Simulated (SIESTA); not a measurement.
Input of a SIESTA 5.4.2 run:

TiTe.fdf

```
SystemName                      TiTe
SystemLabel                     TiTe
NumberOfSpecies                 2
NumberOfAtoms                   4
%block ChemicalSpeciesLabel
  1  52 Te
  2  22 Ti
%endblock ChemicalSpeciesLabel

LatticeConstant                 1.0 Ang
%block LatticeVectors
     3.8420000000     0.0000000000     0.0000000000
    -1.9210000000     3.3272696013     0.0000000000
     0.0000000000     0.0000000000     6.4030000000
%endblock LatticeVectors
AtomicCoordinatesFormat         Fractional
%block AtomicCoordinatesAndAtomicSpecies
     0.6666666667     0.3333333333     0.7500000000  1  Te
     0.3333333333     0.6666666667     0.2500000000  1  Te
     0.0000000000     0.0000000000     0.5000000000  2  Ti
     0.0000000000     0.0000000000     0.0000000000  2  Ti
%endblock AtomicCoordinatesAndAtomicSpecies

%block kgrid.MonkhorstPack
    8   0   0  0.0
    0   8   0  0.0
    0   0   4  0.0
%endblock kgrid.MonkhorstPack
XC.Functional                   GGA
XC.Authors                      PBEsol
PAO.BasisSize                   DZP
PAO.EnergyShift                 0.003 Ry
Mesh.Cutoff                     800 Ry
OccupationFunction              FD
ElectronicTemperature           0.05 eV
MaxSCFIterations                120
SCF.MustConverge                false
SCF.Mixer.Method                Pulay
SCF.Mixer.Weight                0.25
SCF.Mixer.History               8
SCF.DM.Tolerance                5.0e-05
SCF.H.Tolerance                 1.0e-03 eV
WriteForces                     true
Charge.Mulliken                 end
%block PAO.Basis
  Te 4
  n=5 0 2
    5.613 0.000
  n=5 1 2
    7.253 0.000
  n=4 2 2
    3.260 0.000
  n=5 2 1
    7.253
  Ti 5
  n=3 0 2
    3.151 0.000
  n=4 0 2
    8.703 0.000
  n=3 1 2
    3.568 0.000
  n=4 1 1
    8.703
  n=3 2 2
    6.267 0.000
%endblock PAO.Basis
```

Potentials or basis: PseudoDojo 0.4 standard (PBEsol files), DZP (energy shift 0.003 Ry; two zetas on semicore shells).

Run with:

```bash
$ siesta TiTe.fdf > TiTe.out 2>&1
```

Estimate the band gap on the k mesh.

none (metal or under the smearing width).

Predict the pressure.

5.6 GPa.

Stress tensor (GPa, compression positive):
```
3.80 0.00 0.00
0.00 3.80 0.00
0.00 0.00 9.20
```

Caveat: the basis of atomic orbitals isn't converged, which shifts pressures, moduli and gaps. Spin-orbit coupling is left out, which matters for the levels of Te.
